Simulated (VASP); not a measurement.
# AlN (P6_3mc) in VASP: a series of runs, part 2 of 2

VASP 6.6.1.

**3. Dielectric tensor, PBE**

Contents of INCAR:

```
  PREC = Accurate
  ENCUT = 650
  EDIFF = 1E-8
  ISMEAR = 0
  SIGMA = 0.01
  LREAL = False
  LASPH = True
  NELM = 100
  ALGO = Normal
  ISIF = 2
  LWAVE = False
  LCHARG = False
  GGA = PE
  LEPSILON = True
```

Contents of KPOINTS:

```
Automatic mesh
0
Gamma
  4 4 2
```

Contents of POSCAR:

```
AlN
1.0
    3.1130000000      0.0000000000      0.0000000000
   -1.5565000000      2.6959370820      0.0000000000
    0.0000000000      0.0000000000      4.9810000000
Al N
2 2
Direct
    0.6666666667      0.3333333333      0.5000000000
    0.3333333333      0.6666666667      0.0000000000
    0.6666666667      0.3333333333      0.8800000000
    0.3333333333      0.6666666667      0.3800000000
```

Potentials or basis: VASP PAW PBE potentials, release 64 (Al, N).

The run is started by

```sh
$ cat potpaw_PBE.64/Al/POTCAR potpaw_PBE.64/N/POTCAR > POTCAR
$ mpirun -np 1 vasp_std > vasp.out
```

OUTCAR:

```text
PREC = Accurate
   ENCUT = 650
   EDIFF = 1E-8
   ISMEAR = 0
   LREAL = False
   LASPH = True
   NELM = 100
   ISIF = 2
   GGA = PE
   LEPSILON = True

 Found      8 irreducible k-points:

 Following reciprocal coordinates:
            Coordinates               Weight
  0.000000  0.000000  0.000000      1.000000
  0.250000  0.000000  0.000000      6.000000
  0.500000  0.000000  0.000000      3.000000
  0.250000  0.250000  0.000000      6.000000
  0.000000  0.000000  0.500000      1.000000
  0.250000  0.000000  0.500000      6.000000
   k-points           NKPTS =      8   k-points in BZ     NKDIM =      8   number of bands    NBANDS=     12
   number of dos      NEDOS =    301   number of ions     NIONS =      4
   total plane-waves  NPLWV =  32928
   dimension x,y,z NGX =    28 NGY =   28 NGZ =   42
[... 236 lines left out ...]
           0.000000     4.870703     0.000000
          -0.000000     0.000000     4.727847
 ------------------------------------------------------

 PIEZOELECTRIC TENSOR (including local field effects)  for field in x, y, z        (e  Angst)
          XX          YY          ZZ          XY          YZ          ZX
  --------------------------------------------------------------------------------
  x     0.00000    -0.00000     0.00000     0.00000     0.00000     0.88721
  y    -0.00000     0.00000     0.00000     0.00000     0.88721     0.00000
  z     0.66310     0.66310    -0.99957     0.00000    -0.00000    -0.00000

 PIEZOELECTRIC TENSOR (including local field effects)  for field in x, y, z        (C/m^2)
          XX          YY          ZZ          XY          YZ          ZX
  --------------------------------------------------------------------------------
  x     0.00000    -0.00000     0.00000     0.00000     0.00000     0.34004
  y    -0.00000     0.00000     0.00000     0.00000     0.34004     0.00000
  z     0.25415     0.25415    -0.38311     0.00000    -0.00000    -0.00000

 BORN EFFECTIVE CHARGES (including local field effects) (in |e|, cummulative output)
 ---------------------------------------------------------------------------------
 ion    1
    1     2.57738     0.00000     0.00000
    2    -0.00000     2.57738     0.00000
    3     0.00000    -0.00000     2.66058
 ion    2
    1     2.57738     0.00000     0.00000
    2     0.00000     2.57738     0.00000
    3     0.00000    -0.00000     2.66058
 ion    3
    1    -2.57738     0.00000     0.00000
    2     0.00000    -2.57738     0.00000
    3     0.00000     0.00000    -2.66058
 ion    4
    1    -2.57738     0.00000     0.00000
    2     0.00000    -2.57738     0.00000
    3     0.00000     0.00000    -2.66058
```

OSZICAR:

```text
[... 13 lines left out ...]
RMM:   3    -0.440214888764E+00    0.38116E-02   -0.69070E-03   302   0.624E-01    0.603E-01
RMM:   4    -0.468173702004E+00   -0.27959E-01   -0.10738E-02   313   0.797E-01    0.856E-02
RMM:   5    -0.472087075466E+00   -0.39134E-02   -0.20936E-04   316   0.128E-01    0.219E-02
RMM:   6    -0.472884978743E+00   -0.79790E-03   -0.19796E-05   328   0.362E-02    0.697E-03
RMM:   7    -0.473102540496E+00   -0.21756E-03   -0.90437E-07   333   0.840E-03    0.328E-03
RMM:   8    -0.473243666303E+00   -0.14113E-03   -0.40223E-07   328   0.580E-03    0.296E-04
RMM:   9    -0.473241638204E+00    0.20281E-05   -0.34656E-10   344   0.624E-04    0.102E-04
RMM:  10    -0.473241846258E+00   -0.20805E-06    0.19278E-08   307   0.302E-04    0.171E-05
RMM:  11    -0.473241731198E+00    0.11506E-06   -0.18022E-13   140   0.459E-05    0.877E-06
```

Wall time 77 s (1 thread of Intel Xeon Platinum 8488C (Sapphire Rapids), shared host); peak memory 0.19 GiB.

The run converged, but some of its settings lie outside the range that counts as converged, so its numbers aren't taken as properties of the crystal.

Results:

```yaml
Band_gap_on_the_k_mesh: 4.22 eV, direct
Electronic_dielectric_tensor_diagonal: 4.87, 4.87, 4.73
Born_charges_mean_of_the_diagonal: Al +2.61; N -2.61 e
```

Caveat: the k mesh is coarse (spacing up to 0.63 Å⁻¹), so the values aren't converged.

**4. Dielectric tensor, PBE**

INCAR, as its differences from that of step 3:

```diff
@@ -1,3 +1,3 @@
   PREC = Accurate
-  ENCUT = 650
+  ENCUT = 280
   EDIFF = 1E-8
```

Contents of KPOINTS:

```
Automatic mesh
0
Gamma
  6 6 4
```

POSCAR is that of step 3.

Potentials or basis: VASP PAW PBE potentials, release 64 (Al, N).

The run is started by

```sh
$ cat potpaw_PBE.64/Al/POTCAR potpaw_PBE.64/N/POTCAR > POTCAR
$ mpirun -np 1 vasp_std > vasp.out
```

OUTCAR:

```text
PREC = Accurate
   ENCUT = 280
   EDIFF = 1E-8
   ISMEAR = 0
   LREAL = False
   LASPH = True
   NELM = 100
   ISIF = 2
   GGA = PE
   LEPSILON = True

 Found     21 irreducible k-points:

 Following reciprocal coordinates:
            Coordinates               Weight
  0.000000  0.000000  0.000000      1.000000
  0.166667  0.000000  0.000000      6.000000
  0.333333  0.000000  0.000000      6.000000
  0.500000  0.000000  0.000000      3.000000
  0.166667  0.166667  0.000000      6.000000
  0.333333  0.166667  0.000000     12.000000
   k-points           NKPTS =     21   k-points in BZ     NKDIM =     21   number of bands    NBANDS=     12
   number of dos      NEDOS =    301   number of ions     NIONS =      4
   total plane-waves  NPLWV =   9072
   dimension x,y,z NGX =    18 NGY =   18 NGZ =   28
   dimension x,y,z NGXF=    36 NGYF=   36 NGZF=   56
   ions per type =               2   2
   NGX,Y,Z   is equivalent  to a cutoff of   9.61,  9.61,  9.35 a.u.
   NGXF,Y,Z  is equivalent  to a cutoff of  19.23, 19.23, 18.69 a.u.
 SYSTEM =  unknown system
   PREC   = accura    normal or accurate (medium, high low for compatibility)
   ISTART =      0    job   : 0-new  1-cont  2-samecut
   ICHARG =      2    charge: 1-file 2-atom 10-const
[... 210 lines left out ...]

------------------------ aborting loop because EDIFF is reached ----------------------------------------

 PIEZOELECTRIC TENSOR FIELD DIRECTION 3  (e Angst)
 -----------------------------------------------------------------------------
     0.68775  0.00000 -0.00000           (  0.00593  0.00000  0.00000)
     0.00000  0.68775  0.00000           (  0.00000  0.00593  0.00000)
     0.00000  0.00000 -1.04145           (  0.00000  0.00000 -0.00600)

 PIEZOELECTRIC TENSOR FIELD DIRECTION 3  (C/m^2)
 -----------------------------------------------------------------------------
     0.26360  0.00000 -0.00000
     0.00000  0.26360  0.00000
     0.00000  0.00000 -0.39916

 MACROSCOPIC STATIC DIELECTRIC TENSOR (including local field effects in DFT)
 ------------------------------------------------------
           4.549544     0.000000     0.000000
          -0.000000     4.549544     0.000000
          -0.000000     0.000000     4.727506
 ------------------------------------------------------

 PIEZOELECTRIC TENSOR (including local field effects)  for field in x, y, z        (e  Angst)
          XX          YY          ZZ          XY          YZ          ZX
  --------------------------------------------------------------------------------
  x     0.00000     0.00000     0.00000     0.00000     0.00000     0.88399
  y     0.00000     0.00000     0.00000     0.00000     0.88399     0.00000
  z     0.68775     0.68775    -1.04145     0.00000     0.00000     0.00000

 PIEZOELECTRIC TENSOR (including local field effects)  for field in x, y, z        (C/m^2)
          XX          YY          ZZ          XY          YZ          ZX
  --------------------------------------------------------------------------------
  x     0.00000     0.00000     0.00000     0.00000     0.00000     0.33881
  y     0.00000     0.00000     0.00000     0.00000     0.33881     0.00000
  z     0.26360     0.26360    -0.39916     0.00000     0.00000     0.00000

 BORN EFFECTIVE CHARGES (including local field effects) (in |e|, cummulative output)
 ---------------------------------------------------------------------------------
 ion    1
    1     2.47797     0.00000     0.00000
    2     0.00000     2.47797     0.00000
    3     0.00000     0.00000     2.62722
 ion    2
    1     2.47797     0.00000     0.00000
    2     0.00000     2.47797     0.00000
    3     0.00000     0.00000     2.62722
 ion    3
    1    -2.47797     0.00000     0.00000
    2     0.00000    -2.47797     0.00000
    3     0.00000    -0.00000    -2.62722
 ion    4
    1    -2.47797     0.00000     0.00000
    2     0.00000    -2.47797     0.00000
    3     0.00000     0.00000    -2.62722
```

OSZICAR:

```text
[... 13 lines left out ...]
RMM:   3    -0.440434216247E+00    0.41848E-02   -0.76163E-03   823   0.632E-01    0.592E-01
RMM:   4    -0.467508037385E+00   -0.27074E-01   -0.11157E-02   823   0.770E-01    0.908E-02
RMM:   5    -0.471601092468E+00   -0.40931E-02   -0.20539E-04   821   0.115E-01    0.228E-02
RMM:   6    -0.472426044731E+00   -0.82495E-03   -0.22414E-05   862   0.371E-02    0.733E-03
RMM:   7    -0.472677305049E+00   -0.25126E-03   -0.17838E-06   873   0.113E-02    0.160E-03
RMM:   8    -0.472729861181E+00   -0.52556E-04   -0.13852E-07   885   0.285E-03    0.258E-04
RMM:   9    -0.472731302198E+00   -0.14410E-05   -0.76196E-09   881   0.582E-04    0.532E-05
RMM:  10    -0.472729925570E+00    0.13766E-05    0.22463E-09   740   0.140E-04    0.149E-05
RMM:  11    -0.472729869316E+00    0.56254E-07   -0.10733E-12   403   0.417E-05    0.322E-06
```

It took 57 s on 1 thread of Intel Xeon Platinum 8488C (Sapphire Rapids), shared host; peak memory 0.14 GiB.

The run converged, but a check on its numbers failed (symmetry, net force, bounds or a known fault of this set-up), so they aren't taken as properties of the crystal.

Caveat: the cutoff lies under the usual one of these potentials, so the numbers hold a large basis-set error.

**5. For comparison**

An earlier run on the cell as given: functional PBE; potentials or basis VASP PAW PBE potentials, release 64 (Al, N); cutoff 520 eV; k mesh 10 × 10 × 6; occupations fermi-dirac, width 0.05 eV; no spin polarisation.

* Pressure: 3.5 GPa
* Largest force: 0.129 eV/Å
* Band gap on the k mesh: 4.22 eV, direct
